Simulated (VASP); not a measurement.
InAs: single point with r2SCAN

**The experiment to reproduce.**

A printed reference work, data compilation reports, for a bulk crystal of InAs at 4.2 K: band gap 0.418 eV (direct).

Crystal: InAs.

```
In As
1.0
     0.00000    3.05459    3.05459
     3.05459    0.00000    3.05459
     3.05459    3.05459    0.00000
In As
1 1
Direct
  0.00000 0.00000 0.00000
  0.25000 0.25000 0.25000
```

```
Program             : VASP 6.6.1
Task                : single point
Functional          : r2SCAN
Potentials or basis : VASP PAW PBE potentials, release 64 (In_d, As)
Cutoff              : 520 eV
k mesh              : 6 × 6 × 6
Occupations         : fermi-dirac, width 0.02 eV
Spin                : no spin polarisation
```

- Pressure: 0.0 GPa
- Band gap on the k mesh: 0.08 eV

Levels at points of the mesh, in eV from the valence-band top:
| k point | band 7 | band 8 | band 9 | band 10 | band 11 | band 12 |
| --- | --- | --- | --- | --- | --- | --- |
| (0.00, 0.00, 0.00) | 0.00 | 0.00 | 0.00 | 0.08 | 4.25 | 4.25 |
| (0.50, 0.00, 0.00) | -5.72 | -0.97 | -0.97 | 1.24 | 5.02 | 5.02 |
| (0.50, 0.50, 0.00) | -5.81 | -2.29 | -2.29 | 1.87 | 2.34 | 9.62 |

Wall time 74 s on 1 thread of Intel Xeon 8259CL, with other jobs on the host, peak memory 0.19 GiB.

A measured gap of InAs is 0.418 eV (direct; 4.2 K; a printed reference work, data compilation); the calculated 0.08 eV misses it by -0.34 eV. Spin-orbit coupling on As, In is left out. The value is that of r2SCAN, without temperature or zero-point motion.

Caveat: the PAW data sets were made with another functional, which shifts forces and pressure a little; spin-orbit coupling is left out, which moves the levels of the heavy elements.
